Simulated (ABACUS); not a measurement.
# BP in ABACUS: the effect of exact exchange share

Crystal: BP.

```xyz
2
Lattice="0.0000 2.2690 2.2690 2.2690 0.0000 2.2690 2.2690 2.2690 0.0000" Properties=species:S:1:pos:R:3 pbc="T T T"
P     3.4035    3.4035    3.4035
B     0.0000    0.0000    0.0000
```

Alike in all runs:

* Program: ABACUS 3.10.1
* Task: single point
* Potentials or basis: SG15 ONCV 1.2 PBE
* Cutoff: 1361 eV
* Density cutoff: 5442 eV
* Basis: DZP LCAO (the cutoffs set its grid)
* k mesh: 4 × 4 × 4
* Occupations: fermi-dirac, width 0.05 eV
* Spin: no spin polarisation

```tsv
exact exchange share	functional	gap on the mesh (eV)
0.1	PBE0-type (share 0.1)	2.00
0.25	PBE0-type (share 0.25)	2.92
0.4	PBE0-type (share 0.4)	?
```

What does the run with exact exchange share 0.4 give?

gap on the mesh 3.87 eV.

Caveats: all runs use coarse meshes; the atomic orbitals were generated for these runs and aren't a published set; gaps of hybrids in this basis differ from plane-wave ones by up to 0.1 eV; the basis of atomic orbitals isn't converged, which shifts pressures, moduli and gaps.

A k mesh can miss the band edges.

Runs at the PBE level aren't shown here.
